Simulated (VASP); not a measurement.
A run of VASP 6.6.1:

INCAR

```
SYSTEM = C
ALGO = Normal
EDIFF = 1E-7
EDIFFG = -0.005
ENCUT = 600
GGA = PE
IBRION = 2
ISIF = 3
ISMEAR = 0
IVDW = 12
KPAR = 2
LASPH = .TRUE.
LATTICE_CONSTRAINTS = .TRUE. .TRUE. .FALSE.
LCHARG = .FALSE.
LREAL = .FALSE.
LWAVE = .FALSE.
NELM = 80
NSW = 90
PREC = Accurate
SIGMA = 0.03
```

Contents of KPOINTS:

```
k-points
0
G
  15 15 1
  0 0 0
```

File POSCAR:

```
C                                       
1.0
    2.4660722283      0.0000000000      0.0000000000
   -1.2330361142      2.1356811999      0.0000000000
    0.0000000000      0.0000000000     18.0339500000
  C             
     2
Direct
     0.0000000000000000    0.0000000000000000    0.5000006526578159
     0.6666666699999979    0.3333333300000021    0.4999993473421840
```

Potentials or basis: VASP PAW PBE potentials, release 64 (C).

Command:

```console
$ cat potpaw_PBE.64/C/POTCAR > POTCAR
$ mpirun -np 2 vasp_std > vasp.out
```

Hardware: 2 MPI ranks on Intel(R) Xeon(R) Platinum 8259CL CPU @ 2.50GHz (Skylake/Cascade Lake) (shared host).

Problem. How long does it take, and how much memory?

Solution. It took 19 s on 2 MPI ranks on Intel(R) Xeon(R) Platinum 8259CL CPU @ 2.50GHz (Skylake/Cascade Lake), on a shared host, peak memory 0.21 GiB a rank. Counts: scf iterations 20, k points 27, ion steps 1.
